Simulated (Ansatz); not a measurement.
# Al: the cost of one run

Method: DFT r2SCAN, plane waves, PAW, scalar-relativistic, no spin polarisation, in Ansatz 0.2.0.

**1. The starting structure**

The cell holds 28 atoms (Al28): a = 8.591 Å, b = 8.591 Å, c = 15.050 Å, α = 90.00°, β = 90.00°, γ = 90.00°.

Structure file:

```cif
data_structure
_symmetry_space_group_name_H-M 'P 1'
_symmetry_Int_Tables_number 1
_cell_length_a 8.5913
_cell_length_b 8.5913
_cell_length_c 15.0500
_cell_angle_alpha 90.000
_cell_angle_beta 90.000
_cell_angle_gamma 90.000
_cell_volume 1110.86
loop_
_atom_site_label
_atom_site_type_symbol
_atom_site_fract_x
_atom_site_fract_y
_atom_site_fract_z
_atom_site_occupancy
Al1 Al 0.00000 0.00000 0.06645 1
Al2 Al 0.33333 0.00000 0.06645 1
Al3 Al 0.66667 0.00000 0.06645 1
Al4 Al 0.00000 0.33333 0.06645 1
Al5 Al 0.33333 0.33333 0.06645 1
Al6 Al 0.66667 0.33333 0.06645 1
Al7 Al 0.00000 0.66667 0.06645 1
Al8 Al 0.33333 0.66667 0.06645 1
Al9 Al 0.66667 0.66667 0.06645 1
Al10 Al 0.16667 0.16667 0.20100 1
Al11 Al 0.50000 0.16667 0.20100 1
Al12 Al 0.83333 0.16667 0.20100 1
Al13 Al 0.16667 0.50000 0.20100 1
Al14 Al 0.50000 0.50000 0.20100 1
Al15 Al 0.83333 0.50000 0.20100 1
Al16 Al 0.16667 0.83333 0.20100 1
Al17 Al 0.50000 0.83333 0.20100 1
Al18 Al 0.83333 0.83333 0.20100 1
Al19 Al 0.00000 0.00000 0.33555 1
Al20 Al 0.33333 0.00000 0.33555 1
Al21 Al 0.66667 0.00000 0.33555 1
Al22 Al 0.00000 0.33333 0.33555 1
Al23 Al 0.33333 0.33333 0.33555 1
Al24 Al 0.66667 0.33333 0.33555 1
Al25 Al 0.00000 0.66667 0.33555 1
Al26 Al 0.33333 0.66667 0.33555 1
Al27 Al 0.66667 0.66667 0.33555 1
Al28 Al 0.11049 0.10872 0.47442 1
```

**2. End point A**

Input file input.yaml:

```yaml
crystal:
  lattice:
    - [8.591347, 0.0, 0.0]
    - [0.0, 8.591347, 0.0]
    - [0.0, 0.0, 15.05]
  atoms:
    - { symbol: Al, position: [0.0, 0.0, 0.0664452] }
    - { symbol: Al, position: [0.3333333, 0.0, 0.0664452] }
    - { symbol: Al, position: [0.6666667, 0.0, 0.0664452] }
    - { symbol: Al, position: [0.0, 0.3333333, 0.0664452] }
    - { symbol: Al, position: [0.3333333, 0.3333333, 0.0664452] }
    - { symbol: Al, position: [0.6666667, 0.3333333, 0.0664452] }
    - { symbol: Al, position: [0.0, 0.6666667, 0.0664452] }
    - { symbol: Al, position: [0.3333333, 0.6666667, 0.0664452] }
    - { symbol: Al, position: [0.6666667, 0.6666667, 0.0664452] }
    - { symbol: Al, position: [0.1666667, 0.1666667, 0.2009967] }
    - { symbol: Al, position: [0.5, 0.1666667, 0.2009967] }
    - { symbol: Al, position: [0.8333333, 0.1666667, 0.2009967] }
    - { symbol: Al, position: [0.1666667, 0.5, 0.2009967] }
    - { symbol: Al, position: [0.5, 0.5, 0.2009967] }
    - { symbol: Al, position: [0.8333333, 0.5, 0.2009967] }
    - { symbol: Al, position: [0.1666667, 0.8333333, 0.2009967] }
    - { symbol: Al, position: [0.5, 0.8333333, 0.2009967] }
    - { symbol: Al, position: [0.8333333, 0.8333333, 0.2009967] }
    - { symbol: Al, position: [0.0, 0.0, 0.3355482] }
    - { symbol: Al, position: [0.3333333, 0.0, 0.3355482] }
    - { symbol: Al, position: [0.6666667, 0.0, 0.3355482] }
    - { symbol: Al, position: [0.0, 0.3333333, 0.3355482] }
    - { symbol: Al, position: [0.3333333, 0.3333333, 0.3355482] }
    - { symbol: Al, position: [0.6666667, 0.3333333, 0.3355482] }
    - { symbol: Al, position: [0.0, 0.6666667, 0.3355482] }
    - { symbol: Al, position: [0.3333333, 0.6666667, 0.3355482] }
    - { symbol: Al, position: [0.6666667, 0.6666667, 0.3355482] }
    - { symbol: Al, position: [0.1104914, 0.1087196, 0.4744186] }
basis:
  ecutwfc: 500.0
kpoints:
  mp_grid: { grid: [3, 3, 1] }
hamiltonian:
  xc: r2scan
scf:
  occupations: { method: gaussian, width: 0.1 }
  lower_state_search: "off"
relax:
  f_tol: 0.03
  max_steps: 60
  adjacent_minimum: "off"
  constraints: [{ sites: [0, 1, 2, 3, 4, 5, 6, 7, 8] }]
```

The run is started by

```bash
$ ansatz run input.yaml --threads 4 --pin off --max-ram 10240MiB --backend cpu --events-out ev --progress --plain --runs-dir out
```

**Question.** How long does this run take on 4 threads of Intel Xeon Platinum 8488C (Sapphire Rapids), shared host, and how much memory does it need?

About 3.2 min, with a peak of 3.4 GiB.
